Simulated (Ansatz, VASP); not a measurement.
## Sc in VASP and in Ansatz

INCAR

```
ALGO = Fast ; EDIFF = 1E-7
ENCUT = 520 ; GGA = PS
ISIF = 2 ; ISMEAR = 0
LASPH = True ; LCHARG = False
LREAL = False ; LWAVE = False
NBANDS = 12 ; NELM = 100
PREC = Accurate ; SIGMA = 0.1
```

KPOINTS

```
k-points
0
Gamma
  8 8 8
```

Contents of POSCAR:

```
Sc
1.0
   -1.8320695119      1.8320695119      2.7872264976
    1.8320695119     -1.8320695119      2.7872264976
    1.8320695119      1.8320695119     -2.7872264976
Sc
1
Direct
    0.0000000000      0.0000000000      0.0000000000
```

Input for Ansatz:

```yaml
crystal:
  lattice:
    - [-1.8320695119, 1.8320695119, 2.7872264976]
    - [1.8320695119, -1.8320695119, 2.7872264976]
    - [1.8320695119, 1.8320695119, -2.7872264976]
  atoms:
    - { symbol: Sc, position: [0.0, 0.0, 0.0] }
basis:
  ecutwfc: 420
kpoints:
  mp_grid: { grid: [8, 8, 8] }
hamiltonian:
  xc: pbesol
scf:
  occupations: { method: gaussian, width: 0.1 }
output:
  forces: true
  stress: true
  eigenvalues: true
```

Alike in both runs: task single point; functional PBEsol; k mesh 8 × 8 × 8; occupations gaussian, width 0.1 eV; no spin polarisation.

|  | VASP | Ansatz |
| --- | --- | --- |
| version | VASP 6.6.1 | Ansatz 0.2.0 |
| potentials or method | VASP PAW PBE potentials, release 64 (Sc_sv) | scalar-relativistic, plane waves, PAW |
| plane-wave cutoff (eV) | 520 | 420 |
| valence electrons in the cell | 11 | 11 |

|  | VASP | Ansatz | Ansatz less VASP |
| --- | --- | --- | --- |
| gap on the k mesh at the Fermi level (eV) | none | none | - |
| pressure (GPa) | -11.5 | -11.5 | +0.01 |
| largest component of the traceless stress (GPa) | 1.04 | 1.04 | 0.000 |

A gap of «none» marks a metal or a gap that the smearing closes.

Caveats: the PAW data sets were made with another functional, which shifts forces and pressure a little (VASP).
